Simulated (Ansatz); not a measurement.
# TePb (Pm-3m) in Ansatz: a series of runs

One crystal, TePb, is run at these levels: LDA, revPBE+D3(BJ), RPBE+D4; tasks: single point, relaxation of cell and atoms.

Everything below comes from runs of Ansatz 0.2.0. Logs are shortened: lines on timing, memory, paths and dates and some standing lists are left out, and cuts for length are marked.

### Step 1. Starting point

Symmetry: Pm-3m, No. 221, cubic system. Conventional cell: a = 4.002 Å, b = 4.002 Å, c = 4.002 Å, α = 90.00°, β = 90.00°, γ = 90.00°. Pb (site symmetry m-3m) has 8 Te at 3.47 Å as nearest neighbours. Te (site symmetry m-3m) is surrounded by 8 Pb at 3.47 Å.

Measurements of this composition are mostly on another form, of space group No. 225.

### Step 2. Single point, LDA

input.yaml reads:

```yaml
crystal:
  lattice:
    - [4.002287, 0.0, 0.0]
    - [0.0, 4.002287, 0.0]
    - [0.0, 0.0, 4.002287]
  atoms:
    - { symbol: Pb, position: [0.0, 0.0, 0.0] }
    - { symbol: Te, position: [0.5, 0.5, 0.5] }
kpoints:
  mp_grid: { grid: [7, 7, 7] }
scf:
  occupations: { method: gaussian, width: 0.1 }
hamiltonian:
  xc: lda
  pseudopotentials: { kind: all_electron, lapw: { basis_error: 0.001 } }
output:
  forces: true
  stress: true
  eigenvalues: true
```

Potentials or basis: all-electron LAPW, scalar-relativistic.

On the command line:

```console
ansatz run input.yaml --threads 1 --pin off --max-ram 3072MiB --backend cpu --events-out ev --progress --plain --runs-dir out
```

Log:

```text
Warning: RAYON_NUM_THREADS=1 ignored (pool sized by the plan → 1); use --threads N
LAPW: plane waves up to 6.223 Å⁻¹, error target 1.0e-3 eV per atom; small_component_spin mean_spin; Te in spheres of 1.685 Å, 24 of its electrons in bands, Dirac shells []; Pb in spheres of 1.781 Å, 36 of its electrons in bands, Dirac shells [] (how accurate: hamiltonian.pseudopotentials.lapw.basis_error, Limitations)
Engine: ansatz 0.2.0, x86_64-unknown-linux-gnu
Pseudopotentials: kind: all_electron
Pseudopotential: Pb, LAPW, valence charge 36, lapw/all_electron/scalar/gaussian/Pb, Koelling and Harmon's equation, gaussian nucleus
Pseudopotential: Te, LAPW, valence charge 24, lapw/all_electron/scalar/gaussian/Te, Koelling and Harmon's equation, gaussian nucleus
Functional definition: SPW92
  exchange = slater_x
  correlation = pw_c
Crystal: 2 atoms, lattice volume = 64.110 Å³
Basis set: ecut = 147.54295076750768 eV, 251 PW (Γ), exchange–correlation at level 2
Bands: 36, of which v1, the nominal top of the filled ones, is band 30 counted from 1 (29 counted from 0)
Symmetry: 48 space group operations
Space group: Pm-3m (ITA 221), of the structure as read, at distance tolerance 4.0e-5 Å
k-points: 20 of 343
Non-local potential: Pb, projectors of the file, none
Non-local potential: Te, projectors of the file, none
Initial density: superposition of atomic densities (chi_scale 0.1, normalization cell, long waves kept (reshape's long-wave potential 0.00 eV rms))
Initial wavefunctions: plane waves of lowest kinetic energy (no species holds an atomic orbital)
Functional: x = slater, c = lda
iter 1 solved again at ethr=8.97e-4 eV; its pass at ethr=1.00e-1 eV (dr2=5.38e-1 eV) is discarded
SCF iter   1: F=—  HF=-752494.974598 eV  |F-HF|=—  |Δ(HF+E_count)|=         —  Δρ=1.66e-2  dr2=5.38e-1  ethr=8.97e-4  ⟨swp⟩=2.1  Hψ=4417  notcnv=0
preconditioner: auto → Resta (q_TF=auto, 2.698 Å⁻¹)  ε∞=2.7  [insulator: Δε(μ)=0.148 eV  Ē_g=15.979 eV  σ=0.100 eV  W_gap=0.70  n_scr=18 (ndim 8)  ℏωp=20.7 eV  f_vac=0.000  D(μ)=0.87/eV (n_scr^D=0)  ε∞_Penn≈2.7]
iter 2 solved again at ethr=4.31e-5 eV; its pass at ethr=8.97e-4 eV (dr2=2.59e-2 eV) is discarded
SCF iter   2: F=—  HF=-752494.779249 eV  |F-HF|=—  |Δ(HF+E_count)|=   1.95e-1  Δρ=4.13e-3  dr2=2.58e-2  ethr=4.31e-5  ⟨swp⟩=2.0  Hψ=3603  notcnv=0
preconditioner: auto → Kerker (q_TF=auto, 2.698 Å⁻¹)  [metal: Δε(μ)=0.078 eV  Ē_g=16.287 eV  σ=0.100 eV  W_gap=0.38  n_scr=18 (ndim 8)  ℏωp=20.7 eV  f_vac=0.000  D(μ)=1.89/eV (n_scr^D=18)]
SCF iter   3: F=—  HF=-752494.777700 eV  |F-HF|=—  |Δ(HF+E_count)|=   1.55e-3  Δρ=4.60e-3  dr2=4.26e-2  ethr=4.31e-5  ⟨swp⟩=2.0  Hψ=2145  notcnv=0
SCF iter   4: F=—  HF=-752494.771020 eV  |F-HF|=—  |Δ(HF+E_count)|=   6.68e-3  Δρ=1.05e-3  dr2=5.25e-4  ethr=4.31e-5  ⟨swp⟩=2.0  Hψ=2005  notcnv=0
SCF iter   5: F=—  HF=-752494.771255 eV  |F-HF|=—  |Δ(HF+E_count)|=   2.34e-4  Δρ=7.77e-4  dr2=1.37e-3  ethr=8.75e-7  ⟨swp⟩=2.2  Hψ=2152  notcnv=0
SCF iter   6: F=—  HF=-752494.771103 eV  |F-HF|=—  |Δ(HF+E_count)|=   1.52e-4  Δρ=4.48e-4  dr2=4.60e-4  ethr=8.75e-7  ⟨swp⟩=2.0  Hψ=2145  notcnv=0
SCF iter   7: F=—  HF=-752494.770987 eV  |F-HF|=—  |Δ(HF+E_count)|=   1.16e-4  Δρ=1.30e-4  dr2=1.67e-5  ethr=7.66e-7  ⟨swp⟩=2.0  Hψ=2145  notcnv=0
SCF iter   8: F=—  HF=-752494.770987 eV  |F-HF|=—  |Δ(HF+E_count)|=   4.63e-7  Δρ=6.77e-5  dr2=4.01e-6  ethr=2.78e-8  ⟨swp⟩=2.0  Hψ=2145  notcnv=0
SCF iter   9: F=—  HF=-752494.770987 eV  |F-HF|=—  |Δ(HF+E_count)|=   1.05e-7  Δρ=2.22e-5  dr2=7.77e-7  ethr=6.68e-9  ⟨swp⟩=2.0  Hψ=2145  notcnv=0
SCF iter  10: F=-752494.770987 eV  HF=-752494.770987 eV  |F-HF|=6.52e-9  |Δ(HF+E_count)|=   1.09e-7  Δρ=6.55e-6  dr2=4.38e-8  ethr=1.29e-9  ⟨swp⟩=2.0  Hψ=2145  notcnv=0
SCF 1 converged in 10 iterations: F = -752494.770987 eV  dr2 = 4.38e-8
SCF converged after 10 iterations
Free energy (F): -752494.770987 eV
Harris-Foulkes:  -752494.770987 eV  (|F-HF|=6.52e-9)
Internal energy: -752494.761313 eV  (E = F + TS)
E sigma→0 (E₀):  -752494.766150 eV
Entropy (-TS):   -0.009675 eV (-4.837 meV/atom)
Fermi energy:    12.549275 eV
--- Per-component energies (eV) ---
  E_band       = -3370.524189
  E_kinetic    = 849471.739678
  E_xc         = -14909.672807
  E_electrostatic = -1587056.828183  (all electrons and nuclei)
  E_smearing   = -0.009675  (= −TS)
  E_closure    = 0.000000  (closes the sum)
  E_atoms      = -752486.486232  (free atoms, spherical and without spin; not in F)
  Σ components = -752494.770987   (vs F -752494.770987, Δ=0.00e0)
  Basis errors (estimates in eV, not in F): energy 2.5e-4 per atom: plane waves 2.5e-4 (1.3e-4 summed), levels above the bands 0.0e0, relativity 6.3e-9, radial functions 7.9e-6, core shells 5.4e-10; eigenvalues (radial functions only) 8.6e-6; not estimated: angular momenta, meshes, grids; target (lapw.basis_error) 1.0e-3; muffin-tin radii Te 1.685 Å, Pb 1.781 Å
--- Forces (eV/Å), atoms counted from 1 ---
  atom   1  Pb    -0.00000000     0.00000000    -0.00000000
  atom   2  Te     0.00000000    -0.00000000     0.00000000
  max |Σ_I F_I| component: 4.83e-30 eV/Å
--- Stress (GPa, compression-positive) ---
       -3.915070      -0.000000       0.000000
       -0.000000      -3.915070       0.000000
        0.000000       0.000000      -3.915070
  P = ⅓ Tr σ = -3.9151 GPa (-39.151 kbar)
--- Band table (eV; the first three rows and the last of 20) ---
  k-point 0: bands = ["-145.8240", "-127.2618", "-116.4021", "-116.4021", "-116.4021", "-116.4011", "-116.4011", "-116.4011", "-116.3998", "-96.0398", "-96.0398", "-96.0398", "-68.9558", "-68.9558", "-68.9558", "-23.6275", "-23.6275", "-23.6260", "-23.6260", "-23.6260", "-4.4689", "-4.4689", "-4.3872", "-4.3872", "-4.3872", "0.3486", "5.6621", "10.9975", "10.9975", "10.9975", "16.6332", "16.6332", "17.7056", "17.7056", "17.7056", "22.4786"]
  k-point 1: bands = ["-145.8240", "-127.2618", "-116.4021", "-116.4021", "-116.4021", "-116.4011", "-116.4011", "-116.4011", "-116.3998", "-96.0398", "-96.0398", "-96.0398", "-68.9558", "-68.9558", "-68.9558", "-23.6275", "-23.6267", "-23.6262", "-23.6262", "-23.6260", "-4.4683", "-4.4556", "-4.3922", "-4.3922", "-4.3869", "0.5092", "5.3407", "10.8620", "11.1790", "11.1790", "16.3900", "16.7810", "17.2090", "17.2090", "17.8461", "22.6317"]
  k-point 2: bands = ["-145.8240", "-127.2618", "-116.4021", "-116.4021", "-116.4021", "-116.4011", "-116.4011", "-116.4011", "-116.3998", "-96.0398", "-96.0398", "-96.0398", "-68.9559", "-68.9558", "-68.9558", "-23.6274", "-23.6265", "-23.6265", "-23.6259", "-23.6251", "-4.4668", "-4.4258", "-4.4032", "-4.4032", "-4.3862", "0.9638", "4.5056", "10.9424", "11.6832", "11.6832", "14.5996", "16.0702", "16.0702", "17.2137", "20.1828", "20.9028"]
  k-point 19: bands = ["-145.8240", "-127.2618", "-116.4021", "-116.4021", "-116.4021", "-116.4011", "-116.4011", "-116.4011", "-116.3998", "-96.0399", "-96.0399", "-96.0399", "-68.9559", "-68.9559", "-68.9559", "-23.6277", "-23.6277", "-23.6277", "-23.6218", "-23.6218", "-4.4407", "-4.4388", "-4.4388", "-4.3596", "-4.3596", "2.6820", "5.1531", "9.6551", "9.9525", "9.9525", "11.9219", "11.9219", "12.6918", "24.3903", "25.0600", "25.0600"]
```

Wall time 14 s (1 thread of Intel Xeon at 2.50GHz (Skylake/Cascade Lake), shared host); peak memory 0.29 GiB.

Results:

```
Free energy            : -752494.7710 eV
Pressure               : -3.9 GPa
Band gap on the k mesh : none (metal or under the smearing width)
```

Levels at points of the mesh, in eV from the Fermi level:
```csv
k point,band 27,band 28,band 29,band 30,band 31,band 32,band 33,band 34
"(0.00, 0.00, 0.00)",-6.89,-1.55,-1.55,-1.55,4.08,4.08,5.16,5.16
```

### Step 3. Relaxation of cell and atoms, revPBE+D3(BJ)

input.yaml, as its differences from that of step 2:

```diff
@@ -11,5 +11,6 @@
 scf:
-  occupations: { method: gaussian, width: 0.1 }
+  occupations: { method: fermi_dirac, width: 0.05 }
 hamiltonian:
-  xc: lda
+  xc: revpbe
+  dispersion: d3bj
   pseudopotentials: { kind: all_electron, lapw: { basis_error: 0.001 } }
@@ -18,2 +19,5 @@
   stress: true
-  eigenvalues: true
+relax:
+  f_tol: 0.005
+  max_steps: 60
+  cell: {}
```

Potentials or basis: all-electron LAPW, scalar-relativistic.

On the command line:

```console
ansatz run input.yaml --threads 1 --pin off --max-ram 3072MiB --backend cpu --events-out ev --progress --plain --runs-dir out
```

Log:

```text
Warning: RAYON_NUM_THREADS=1 ignored (pool sized by the plan → 1); use --threads N
The last accepted step is kept in <dir> (removed where the run ends without a failure and the disk answers)
LAPW: plane waves up to 6.486 Å⁻¹, error target 1.0e-3 eV per atom; small_component_spin mean_spin; Te in spheres of 1.638 Å, 24 of its electrons in bands, Dirac shells []; Pb in spheres of 1.724 Å, 36 of its electrons in bands, Dirac shells [] (how accurate: hamiltonian.pseudopotentials.lapw.basis_error, Limitations)
[... 4 set-up lines as earlier in the session ...]
Functional definition: revPBE
  parameter kappa = 1.245
  parameter beta = 0.06672455060314922
  exchange = pbe_x(kappa = kappa, mu = beta*pi^2/3)
  correlation = pbe_c(beta = beta)
Crystal: 2 atoms, lattice volume = 64.110 Å³
Basis set: ecut = 160.26526349038662 eV, 305 PW (Γ), exchange–correlation at level 2
Bands: 36, of which v1, the nominal top of the filled ones, is band 30 counted from 1 (29 counted from 0)
[... 2 set-up lines as earlier in the session ...]
k-points: 20 of 343
[... 1 set-up line as earlier in the session ...]
[... 73 lines left out ...]
basis re-selected at this cell: Δ(F+E_penalty+E_count) = -1.298e-6 eV, ΔP = +0.000 GPa vs the last step (what re-selecting the basis moved, after the strain that the cell walked since its last selection, with what the two solves' SCF thresholds leave and, on support functions, any second-order correction that the steps lacked; it is no measure of the basis error at this ecutwfc). This SCF's stress stands 4.42e-2 GPa from its target on what of the cell is left free (relax.cell.stress_tol is 5.00e-2 GPa) and its largest allowed force component is 1.15e-31 eV/Å (relax.f_tol is 5.00e-3 eV/Å): within both
SCF converged after 2 iterations
Free energy (F): -752970.080691 eV
Harris-Foulkes:  -752970.080691 eV  (|F-HF|=3.61e-9)
Internal energy: -752970.064680 eV  (E = F + TS)
E sigma→0 (E₀):  -752970.072685 eV
Entropy (-TS):   -0.016011 eV (-8.005 meV/atom)
Fermi energy:    14.183057 eV
--- Per-component energies (eV) ---
  E_band       = -3279.205595
  E_kinetic    = 850260.102173
  E_xc         = -15389.593308
  E_electrostatic = -1587838.919439  (all electrons and nuclei)
  E_disp       = -1.654106  (pairwise vdW)
  E_smearing   = -0.016011  (= −TS)
  E_closure    = 0.000000  (closes the sum)
  E_atoms      = -752962.079646  (free atoms, spherical and without spin; not in F)
  Σ components = -752970.080691   (vs F -752970.080691, Δ=0.00e0)
  Basis errors (estimates in eV, not in F): energy 3.4e-4 per atom: plane waves 3.2e-4 (1.7e-4 summed), levels above the bands 4.7e-70, relativity 1.3e-8, radial functions 1.5e-5, core shells 3.7e-9; eigenvalues (radial functions only) 5.9e-6; not estimated: angular momenta, meshes, grids; target (lapw.basis_error) 1.0e-3; muffin-tin radii Te 1.602 Å, Pb 1.686 Å
--- Forces (eV/Å), atoms counted from 1 ---
  atom   1  Pb     0.00000000    -0.00000000     0.00000000
  atom   2  Te     0.00000000    -0.00000000     0.00000000
  max |Σ_I F_I| component: 3.62e-31 eV/Å
--- Stress (GPa, compression-positive) ---
       -0.044179      -0.000000       0.000000
       -0.000000      -0.044179      -0.000000
        0.000000      -0.000000      -0.044179
  P = ⅓ Tr σ = -0.0442 GPa (-0.442 kbar)
--- Relaxed structure (4 steps of the walk, 3 accepted, 1 SCFs on fresh bases) ---
  F+E_penalty+E_count = -752970.08069058 eV   max|allowed force component| = 1.150e-31 eV/Å   (the final SCF, on the basis selected at the relaxed cell)
  cell:  # Å, volume = 59.9581 Å³
    - [3.913956750101975, -1.2839532962581571e-33, 2.5679065925163143e-34]
    - [-1.2839532962581571e-33, 3.913956750101975, -3.851859888774472e-34]
    - [1.1555579666323415e-33, -3.851859888774472e-34, 3.913956750101975]
  atoms:
    - { symbol: Pb, position: [-7.218110336865801e-35, 1.0025153245648668e-35, -2.0050306491297308e-36] }
    - { symbol: Te, position: [0.5, 0.5, 0.5] }
```

Wall time 61 s (1 thread of Intel Xeon at 2.50GHz (Skylake/Cascade Lake), shared host); peak memory 0.33 GiB.

What came out:

```yaml
Free_energy: -752970.0807 eV
Relaxed_volume: 29.98 Å³/atom
Relaxed_cell: a = 3.914 Å, b = 3.914 Å, c = 3.914 Å, α = 90.00°, β = 90.00°, γ = 90.00°
Space_group_after_relaxing_to_0.05_Å: Pm-3m (No. 221)
Energy_gained_by_relaxing: 16.4 meV/atom
Ionic_steps: 4
Pressure_after_relaxing: 0.0 GPa
```

The path:
```
step  energy change (eV)  largest force (eV/Å)  volume (Å³)
   1              0.0000                0.0000        64.11
   2             -0.0284                0.0000        61.33
   3             -0.0329                0.0000        59.96
   4             -0.0329                0.0000        59.96
```

Final structure:
```yaml
crystal:
  lattice:
    - [3.91396, 0.00000, 0.00000]
    - [0.00000, 3.91396, 0.00000]
    - [0.00000, 0.00000, 3.91396]
  atoms:
    - { symbol: Pb, position: [0.00000, 0.00000, 0.00000] }
    - { symbol: Te, position: [0.50000, 0.50000, 0.50000] }
```

Spin-orbit coupling is left out, which matters for the levels of Pb, Te.

### Step 4. Relaxation of cell and atoms, RPBE+D4

input.yaml, as its differences from that of step 3:

```diff
@@ -13,4 +13,4 @@
 hamiltonian:
-  xc: revpbe
-  dispersion: d3bj
+  xc: rpbe
+  dispersion: d4
   pseudopotentials: { kind: all_electron, lapw: { basis_error: 0.001 } }
@@ -20,3 +20,3 @@
 relax:
-  f_tol: 0.005
+  f_tol: 0.01
   max_steps: 60
```

On the command line:

```console
ansatz run input.yaml --threads 1 --pin off --max-ram 3072MiB --backend cpu --events-out ev --progress --plain --runs-dir out
```

It took 82 s on 1 thread of Intel Xeon at 2.50GHz (Skylake/Cascade Lake), shared host; peak memory 0.32 GiB.

Results (log left out):

```yaml
Free_energy: -752977.2061 eV
Relaxed_volume: 32.47 Å³/atom
Relaxed_cell: a = 4.019 Å, b = 4.019 Å, c = 4.019 Å, α = 90.00°, β = 90.00°, γ = 90.00°
Space_group_after_relaxing_to_0.05_Å: Pm-3m (No. 221)
Energy_gained_by_relaxing: 9.0 meV/atom
Ionic_steps: 4
Pressure_after_relaxing: 0.0 GPa
```

The path:
```tsv
step	energy change (eV)	largest force (eV/Å)	volume (Å³)
1	0.0000	0.0000	64.11
2	-0.0169	0.0000	65.19
3	-0.0179	0.0000	64.94
4	-0.0179	0.0000	64.94
```

Final structure:
```xyz
2
Lattice="4.0195 0.0000 0.0000 0.0000 4.0195 0.0000 0.0000 0.0000 4.0195" Properties=species:S:1:pos:R:3 pbc="T T T"
Pb    0.0000    0.0000    0.0000
Te    2.0097    2.0097    2.0097
```

The run has no spin-orbit coupling, so splittings on Pb, Te are missing.

### Step 5. Overview

| task | level | cell | cutoff (eV) | smearing | pressure (GPa) | relaxed volume (Å³/atom) |
| --- | --- | --- | --- | --- | --- | --- |
| single point | LDA | as given | 148 | gaussian 0.1 eV | -3.9 | - |
| relaxation of cell and atoms | revPBE+D3(BJ) | relaxed | - | fermi-dirac 0.05 eV | 0.0 | 29.98 |
| relaxation of cell and atoms | RPBE+D4 | relaxed | - | fermi-dirac 0.05 eV | 0.0 | 32.47 |

Alike in all rows: potentials or basis all-electron LAPW, scalar-relativistic; no spin polarisation; k mesh 7 × 7 × 7; basis error allowed 0.001 eV/atom.

Compare energies only between runs with the same functional and basis.
